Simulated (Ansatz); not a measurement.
# CoO (Fm-3m), tetragonal deformation path

Method: DFT PBE, scalar-relativistic, plane waves, PAW in Ansatz 0.2.0. Settings: plane waves to 420 eV, k-mesh 22×22×22 (Γ-centred), Gaussian smearing 0.15 eV. Collinear spins, started from moments 2.7, 0.3 μB in atom order; the magnetic state may not be the lowest. Energies are free energies at this smearing, counted from the undisturbed cell; pressure is positive in compression.

The undisturbed cell (as given, not relaxed at this level; it stands at -1.8 GPa):

```
Co O
1.0
     0.00000    2.13150    2.13150
     2.13150    0.00000    2.13150
     2.13150    2.13150    0.00000
Co O
1 1
Cartesian
  0.0000 0.0000 0.0000
  2.1315 2.1315 2.1315
```

At fixed volume and fractional coordinates, lengths along (0.000, 0.000, 1.000) are scaled against those across it; ρ is that ratio over its starting value. The cell is metallic on the mesh throughout.

Problem. Over the sampled range (0.707 to 1.414), is the undisturbed cell the lowest point?

Solution. Yes, every other sampled point lies higher.

The scan:

| ρ | ΔE (meV/atom) |
| --- | --- |
| 0.707 | 357.4 |
| 0.780 | 112.5 |
| 0.850 | 27.0 |
| 1.000 | 0.0 |
| 1.200 | 21.7 |
| 1.300 | 55.3 |
| 1.414 | 115.3 |

Cost: 7 runs of about 18 core-minutes in all, on Intel Xeon Processor @ 2.50GHz (Skylake/Cascade Lake) (shared hosts).